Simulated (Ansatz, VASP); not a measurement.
Te in VASP and in Ansatz

```xyz
1
Lattice="-2.0732 2.0732 2.0732 2.0732 -2.0732 2.0732 2.0732 2.0732 -2.0732" Properties=species:S:1:pos:R:3 pbc="T T T"
Te    0.0000    0.0000    0.0000
```

The cell was built by a generator and needn't be a form met in nature.

Alike in both runs: task single point; functional PBE; k mesh 11 × 11 × 11; occupations gaussian, width 0.0748 eV; no spin polarisation.

|  | VASP | Ansatz |
| --- | --- | --- |
| version | VASP 6.6.1 | Ansatz 0.2.0 |
| potentials or method | VASP PAW PBE potentials, release 64 (Te) | PAW plane waves |
| plane-wave cutoff (eV) | 520 | 420 |
| valence electrons in the cell | 6 | 16 |

|  | VASP | Ansatz | Ansatz less VASP |
| --- | --- | --- | --- |
| pressure (GPa) | -7.1 | -7.1 | +0.04 |

The functional is the same, so the differences come from potentials, cutoffs and numerics. The two sets of potentials don't hold the same shells in valence.

Spin-orbit coupling is left out, which matters for the levels of Te.
